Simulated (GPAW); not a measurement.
Runs of GPAW 26.7.0 on Bi. The structure is cubic, space group Im-3m (No. 229). The conventional cell has a = 3.963 Å, b = 3.963 Å, c = 3.963 Å, α = 90.00°, β = 90.00°, γ = 90.00°. Bi (site symmetry m-3m) has 8 Bi at 3.43 Å as nearest neighbours. This isn't the form of Bi at room conditions, which is rhombohedral.

```csv
level,potentials or basis,eigensolver,gap on the mesh (eV),pressure (GPa)
AM05,"PAW data sets generated in the run's folder for this functional, pw",-,none,-2.0
PBE,"GPAW PAW data sets (gpaw-data 1.2.1), pw",-,none,0.7
BLYP,"PAW data sets generated in the run's folder for this functional, pw",davidson,none,4.9
r2SCAN,"GPAW PAW data sets (gpaw-data 1.2.1), pw",-,none,(a)
vdW-DF-cx,"GPAW PAW data sets (gpaw-data 1.2.1), pw",-,none,-
```

Alike in all rows: task single point; no spin polarisation; cell as given; k mesh 9 × 9 × 9; cutoff (eV) 600; smearing fermi-dirac 0.05 eV.

Question: Estimate the missing entries.

Answer: (a) 0.1.

Caveats: spin-orbit coupling is left out, which moves the levels of the heavy elements; the PAW data sets were made with another functional, which shifts forces and pressure a little (some runs).

A k mesh can miss the band edges, and the runs leave out spin-orbit coupling on Bi.

A gap of «none» marks a metal or a gap under the smearing width.
